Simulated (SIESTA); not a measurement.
Crystal: CsSnBr3.

```
Cs Sn Br
1.0
     5.83901    0.00000    0.00000
     0.00000    5.83901    0.00000
     0.00000    0.00000    5.83901
Cs Sn Br
1 1 3
Direct
  0.00000 0.00000 0.00000
  0.50000 0.50000 0.50000
  0.00000 0.50000 0.50000
  0.50000 0.50000 0.00000
  0.50000 0.00000 0.50000
```

The cell is a database's computed one.

Base run:

| Property | Result |
| --- | --- |
| Program | SIESTA 5.4.2 |
| Functional | PBE |
| Potentials or basis | PseudoDojo 0.4 standard (PBE files) |
| Basis | DZP (energy shift 0.002 Ry; d shell added on Cs) |
| Grid cutoff | 500 Ry |
| Energy shift | 0.002 Ry |
| k mesh | 5 × 5 × 5 |
| Occupations | fermi-dirac, width 0.05 eV |
| Spin | no spin polarisation |

Its results: pressure 0.9 GPa.

Task: The run is repeated on the same cell with these changes: functional from PBE to LDA; potentials or basis from PseudoDojo 0.4 standard (PBE files) to PseudoDojo 0.4 standard (LDA files). What comes out?

Result: Pressure -1.7 GPa.

Caveats: semicore shells carry a single zeta, which can move pressures by several GPa and volumes by a few percent; the basis of atomic orbitals isn't converged, which shifts pressures, moduli and gaps.
